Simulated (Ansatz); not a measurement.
**CoO: single point with PBE**

CoO:

```
Co O
1.0
     0.00000    2.34364    2.34364
     2.34364    0.00000    2.34364
     2.34364    2.34364    0.00000
Co O
1 1
Direct
  0.00000 0.00000 0.00000
  0.25000 0.25000 0.25000
```

Measurements of this composition are mostly on another form, of space group No. 225.

```json
{"Program": "Ansatz 0.2.0", "Task": "single point", "Functional": "PBE", "Potentials or basis": "Ansatz PAW", "Cutoff": "420 eV (not typed: the program's choice for these potentials)", "k mesh": "10 × 10 × 10", "Occupations": "fermi-dirac, width 0.05 eV", "Spin": "collinear spin, random start", "Starting moments": "[1.71, 0.0] μB"}
```

```yaml
Pressure: -12.3 GPa
Band_gap_on_the_k_mesh: none (metal or under the smearing width)
Net_moment: 2.98 μB per cell
Absolute_moment: 2.99 μB per cell
Site_moments: Co +2.42; O +0.34 μB
```

Levels at points of the mesh, in eV from the Fermi level:
Spin up:
```csv
k point,band 9,band 10,band 11,band 12,band 13,band 14,band 15,band 16,band 17
"(0.00, 0.00, 0.00)",-2.16,-2.16,-0.06,-0.01,-0.01,-0.01,13.22,13.22,13.22
"(0.00, 0.00, -0.50)",-2.59,-2.16,-2.16,-0.71,-0.71,5.14,6.50,12.75,12.75
"(0.00, -0.50, -0.50)",-3.07,-1.91,-1.86,-1.86,-1.57,4.84,8.79,10.57,13.15
```
Spin down:
```
             k point  band 7  band 8  band 9  band 10  band 11  band 12  band 13  band 14
  (0.00, 0.00, 0.00)   -4.16   -4.16   -0.39    -0.39     0.50     2.48     2.48     2.48
 (0.00, 0.00, -0.50)   -4.00   -4.00   -0.18    -0.18     0.45     1.72     1.72     5.68
(0.00, -0.50, -0.50)   -3.81   -3.81   -0.36    -0.08     0.06     1.08     1.08     5.84
```

It took 1.1 s on 2 threads of AMD EPYC 9R45 96-Core Processor (Zen 5) (shared host), peak memory 0.38 GiB.

Caveat: the pressure holds a Pulay correction of +0.6 GPa for the finite cutoff; a cell with one magnetic atom can't hold antiferromagnetic order, which such compounds often take; semilocal functionals often make such compounds metallic where correlation or magnetic order opens a gap, which also shifts bond lengths. With open d or f shells a metallic result of PBE can be an artefact of self-interaction; +U or a hybrid may open a gap.
